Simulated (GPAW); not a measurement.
Set up this calculation in GPAW 26.7.0, as an ASE script.

```yaml
Task: equation of state
Functional: PBEsol
Potentials_or_basis: PAW data sets generated in the run's folder for this functional
Cutoff: 600 eV
Basis: pw
k_mesh: 7 × 7 × 6
Occupations: fermi-dirac, width 0.05 eV
Spin: no spin polarisation
Maxiter: 150
Eos_scales: "[0.94, 0.96, 0.98, 1.0, 1.02, 1.04, 1.06]"
```

Crystal: Ga.

```
CELL_PARAMETERS angstrom
3.81696 -2.32663 0.00000
3.81696 2.32663 0.00000
0.00000 0.00000 4.48825
ATOMIC_POSITIONS crystal
Ga 0.66555 0.00969 0.25000
Ga 0.00969 0.66555 0.75000
Ga 0.33445 0.99031 0.75000
Ga 0.99031 0.33445 0.25000
```

This isn't the form of Ga at room conditions, which is orthorhombic.

The input as run:

run.py

```python
from ase import Atoms
from ase.eos import EquationOfState
from ase.io import Trajectory
from ase.units import GPa
from gpaw import GPAW, PW, setup_paths

setup_paths.insert(0, '.')

atoms = Atoms(['Ga', 'Ga', 'Ga', 'Ga'],
              cell=[[3.81695661, -2.32662955, 0.0],
                    [3.81695661, 2.32662955, 0.0],
                    [0.0, 0.0, 4.488254]],
              scaled_positions=[[0.66555049, 0.00968539, 0.25],
                                [0.00968539, 0.66555049, 0.75],
                                [0.33444951, 0.99031461, 0.75],
                                [0.99031461, 0.33444951, 0.25]],
              pbc=True)

traj = Trajectory('eos.traj', 'w')
volumes, energies = [], []
for x in [0.94, 0.96, 0.98, 1.0, 1.02, 1.04, 1.06]:
    a = atoms.copy()
    a.set_cell(atoms.cell * x**(1 / 3), scale_atoms=True)
    calc = GPAW(mode=PW(600),
                xc='PBEsol',
                kpts={'size': (7, 7, 6), 'gamma': True},
                occupations={'name': 'fermi-dirac', 'width': 0.05},
                nbands=16,
                convergence={'density': 1e-05, 'energy': 1e-05},
                maxiter=150,
                txt=f'eos-{x:.2f}.txt')
    a.calc = calc
    energies.append(a.get_potential_energy(force_consistent=True))
    volumes.append(a.get_volume())
    p = -a.get_stress()[:3].mean() / GPa
    calc.write(f'eos-{x:.2f}.gpw')
    traj.write(a)
    print(f'{x:.2f} {volumes[-1]:10.4f} A^3 {energies[-1]:14.6f} eV {p:9.3f} GPa', flush=True)

v0, e0, B = EquationOfState(volumes, energies, eos='birchmurnaghan').fit()
print(f'V0 = {v0:.4f} A^3, E0 = {e0:.6f} eV, B0 = {B / GPa:.2f} GPa')
```

Potentials or basis: PAW data sets generated in the run's folder for this functional, pw.

Launch:

```sh
$ gpaw-setup -f PBEsol Ga
$ OMP_NUM_THREADS=1 python run.py
```

It gave:

The equilibrium volume is 20.19 Å³/atom, the bulk modulus at fixed shape and positions is 58 GPa and the pressure derivative of the bulk modulus is 5.1.

Caveat: the cell was scaled at fixed shape and fractional positions, which overstates the stiffness of a crystal with free parameters, most of all of layers and chains.

Run time: 3.7 min on 1 thread of Intel(R) Xeon(R) 6975P-C (Granite Rapids), on a shared host, peak memory 0.39 GiB.
